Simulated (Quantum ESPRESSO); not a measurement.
Runs of Quantum ESPRESSO 7.5 on Te2Mo. The structure is trigonal, space group P-3m1 (No. 164). Conventional cell: a = 4.020 Å, b = 4.020 Å, c = 6.485 Å, α = 90.00°, β = 90.00°, γ = 120.00°. Around Mo (site symmetry -3m) lie 6 Te at 2.84 Å. Te (site symmetry 3m) is surrounded by 3 Mo at 2.84 Å. Measurements of this composition are mostly on another form, of space group No. 31.

```tsv
level	form of the LDA correlation	gap on the mesh (eV)	pressure (GPa)	moment (μB)	largest force (eV/Å)
PBEsol+U	-	none	-4.7	2.35	0.29
revPBE+U	-	none	-0.3	2.35	0.01
LDA+U	PZ81	none	-6.6	2.35	(a)
PBE+U	-	none	-1.7	2.35	(c)
PW91+U	-	none	-1.7	2.35	(b)
RPBE+U	-	none	0.1	2.35	0.02
```

Alike in all rows: task single point; potentials or basis PseudoDojo 0.4 SR PBEsol stringent; spin collinear, ferromagnetic start; Mo d U = 3 eV; cell as given; k mesh 5 × 5 × 3; cutoff (eV) 1225; smearing gaussian 0.05 eV; the mesh is coarse, so values aren't converged.

Estimate the missing entries.

(a) 0.49; (b) 0.08; (c) 0.09.

Caveats: all runs use coarse meshes; the U is typed as a test and isn't derived for this compound; this functional lacks dispersion, which binds the layers, so the pressure and a relaxed spacing across them are unreliable (some runs); the potentials were made for another functional, which shifts forces and pressure (some runs).

A k mesh can miss the band edges, and the runs leave out spin-orbit coupling on Mo, Te.

A gap of «none» marks a metal or a gap under the smearing width.
